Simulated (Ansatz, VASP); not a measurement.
# One calculation of BN, two programs

```xyz
2
Lattice="0.0000 1.8075 1.7533 1.8075 0.0000 1.7533 1.8075 1.8075 0.0000" Properties=species:S:1:pos:R:3 pbc="T T T"
B     0.0000    0.0000    0.0000
N     0.9038    0.9038    0.8766
```

Change from the starting cell: z stretched by -3 %, ions relaxed.

Alike in both runs: functional PBE; k mesh 14 × 14 × 14; occupations fermi-dirac, width 0.02 eV; no spin polarisation.

Ansatz relaxed the structure, and its values are those at the end. VASP's run is a single point on that final structure, the one shown.

```csv
,VASP,Ansatz
version,VASP 6.6.1,Ansatz 0.2.0
potentials or method,"VASP PAW PBE potentials, release 64 (B, N)","plane-wave PAW, scalar-relativistic"
plane-wave cutoff (eV),520,420
valence electrons in the cell,8,8
```

|  | VASP | Ansatz | Ansatz less VASP |
| --- | --- | --- | --- |
| gap on the k mesh at the Fermi level (eV) | 3.94 | 3.95 | +0.009 |
| pressure (GPa) | 15.7 | 15.3 | -0.37 |

Ansatz warned: «stress_scf_threshold_loose».

Caveats: so large a pressure means that the cell lies far from this level's equilibrium, or that cutoff or potentials fall short (VASP). A k mesh can miss the band edges.
